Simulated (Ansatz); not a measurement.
NaI: a film clamped to a substrate

Level of theory: DFT PBE, scalar-relativistic, plane waves, PAW in Ansatz 0.2.0. Cutoff 420 eV, Γ-centred 6×6×6 k-points, Gaussian smearing of 0.05 eV. Spin–orbit coupling is left out, which matters for the heavy elements here. No spin polarisation. Energies are free energies at this smearing, counted from the undisturbed cell; pressure is positive in compression.

Zero of the scan (as given, not relaxed at this level; it stands at 0.4 GPa):

```
CELL_PARAMETERS angstrom
0.00000 3.23640 3.23640
3.23640 0.00000 3.23640
3.23640 3.23640 0.00000
ATOMIC_POSITIONS crystal
Na 0.00000 0.00000 0.00000
I 0.50000 0.50000 0.50000
```

The cell (2 atoms, V0 = 67.80 Å³) is strained by p along both x and y and by q along z, fractional coordinates fixed. τp = (1/V0) ∂E/∂p = (σxx + σyy)(1 + p)(1 + q) and τq = (1/V0) ∂E/∂q = σzz(1 + p)², with tension positive.

```
     p q  ΔE (meV/atom)  τp (GPa)  τq (GPa)
 0.000   0.000           0.00     -0.84     -0.42
-0.015   0.000           4.80     -2.23     -0.67
 0.015   0.000          -0.77      0.31     -0.17
 0.000  -0.015           2.20     -1.09     -0.98
 0.000   0.015          -0.57     -0.60      0.04
```

Problem. Get the second derivatives of the energy density.

Solution. Central differences give A = ∂τp/∂p = 85 GPa (C11 + C22 + 2 C12), C = ∂τq/∂q = 34 GPa (C33) and the cross term B = ∂τq/∂p = 16.4 GPa (C13 + C23); ∂τp/∂q = 16.5 GPa must equal B, and any difference shows higher-order terms. The ions are clamped. In a cubic crystal C11 = C = 34, C12 = B/2 = 8.2 GPa and A should be 2(C11 + C12) = 85 GPa; the bulk modulus is (C11 + 2 C12)/3 = 16.9 GPa.

Problem. A film of this crystal grows with z along the normal on a substrate that imposes p. How does its thickness respond, and what does the misfit cost?

Solution. Count p and q from the stress-free cell. A free surface needs τq = 0, so q = −(B/C) p = -0.48 p. The energy density left is (A − B²/C) p²/2 = M p², with the biaxial modulus M = 38 GPa; a misfit of 1 % costs 0.81 meV/atom, against 0.90 meV/atom if the thickness were held.

At p = 0.030 the energies along q are 4.9 (q = -0.030), 2.4 (q = -0.015), 1.8 (q = 0.000), 2.7 (q = 0.015), 4.9 (q = 0.030) meV/atom.

Problem. Does the linear rule hold at this misfit?

Solution. A parabola through the lowest point and its neighbours has its minimum at q = -0.002, 1.8 meV/atom. With the stress left in the starting cell, τp0 and τq0, linear elasticity gives q = −(τq0 + Bp)/C = -0.002 and E = V0(τp0 p + τq0 q + Ap²/2 + Bpq + Cq²/2)/N = 2.7 meV/atom. The energies differ by more than a tenth, so the quadratic law fails here: the gap holds the anharmonic part, with some error from the wide steps. Cubic terms also shift the vertex of so wide a parabola.

Cost: 25 runs of about 1.6 core-minutes in all, on Arm Neoverse N1 (shared hosts).